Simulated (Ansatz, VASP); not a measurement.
# One calculation of SnTe, two programs

INCAR

```
PREC = Accurate ; ENCUT = 600
EDIFF = 1E-7 ; ISMEAR = 0
SIGMA = 0.1 ; LREAL = F
LASPH = T ; NELM = 100
ALGO = Normal ; ISIF = 3
LWAVE = F ; LCHARG = F
GGA = PE ; IBRION = 2
NSW = 90 ; EDIFFG = -0.04
```

Contents of KPOINTS:

```
Automatic mesh
0
Gamma
  4 4 4
```

The input POSCAR:

```
SnTe
1.0
    3.8630715635     -3.8836107231      0.0000000000
    3.8630715635      3.8836107231      0.0000000000
    0.0000000000      0.0000000000      4.5751061320
Sn Te
2 2
Direct
    0.5000000000      0.5000000000      0.2146050327
    0.5000000000      0.5000000000      0.7146050327
    0.0000000000      0.5000000000      0.2500000000
    0.5000000000      0.0000000000      0.7500000000
```

Input for Ansatz:

```yaml
crystal:
  lattice:
    - [3.8630715635, -3.8836107231, 0.0]
    - [3.8630715635, 3.8836107231, 0.0]
    - [0.0, 0.0, 4.575106132]
  atoms:
    - { symbol: Sn, position: [0.5, 0.5, 0.2146050327] }
    - { symbol: Sn, position: [0.5, 0.5, 0.7146050327] }
    - { symbol: Te, position: [0.0, 0.5, 0.25] }
    - { symbol: Te, position: [0.5, 0.0, 0.75] }
basis:
  ecutwfc: 420
kpoints:
  mp_grid: { grid: [4, 4, 4] }
hamiltonian:
  xc: pbe
scf:
  occupations: { method: gaussian, width: 0.1 }
  lower_state_search: "off"
output:
  forces: true
  stress: true
  eigenvalues: true
relax:
  adjacent_minimum: "off"
  f_tol: 0.04
  max_steps: 70
  cell: { stress_tol: 0.4 }
```

Alike in both runs: task relaxation of cell and atoms; functional PBE; k mesh 4 × 4 × 4; occupations gaussian, width 0.1 eV; no spin polarisation.

```csv
,VASP,Ansatz
version,VASP 6.6.1,Ansatz 0.2.0
potentials or method,"VASP PAW PBE potentials, release 64 (Sn_d, Te)","scalar-relativistic, plane waves, PAW"
plane-wave cutoff (eV),600,420
valence electrons in the cell,40,60
```

Ansatz gave:

- gap on the k mesh at the Fermi level, each at its own relaxed structure (eV): none
- relaxed volume (Å³/atom): 42.41
- relaxed cell length with the largest relative difference (Å): 7.963
- energy change over the relaxation (meV/atom): -1462

Task: Which values does VASP return?

Result: gap on the k mesh at the Fermi level, each at its own relaxed structure (eV): none; relaxed volume (Å³/atom): 42.69; relaxed cell length with the largest relative difference (Å): 7.839; energy change over the relaxation (meV/atom): -1446.

A gap of «none» marks a metal or a gap that the smearing closes. The two sets of potentials don't hold the same shells in valence.

Caveats: the volume moved by over 15 % at a fixed basis, so the end points are rough. Spin-orbit coupling is left out, which matters for the levels of Te.
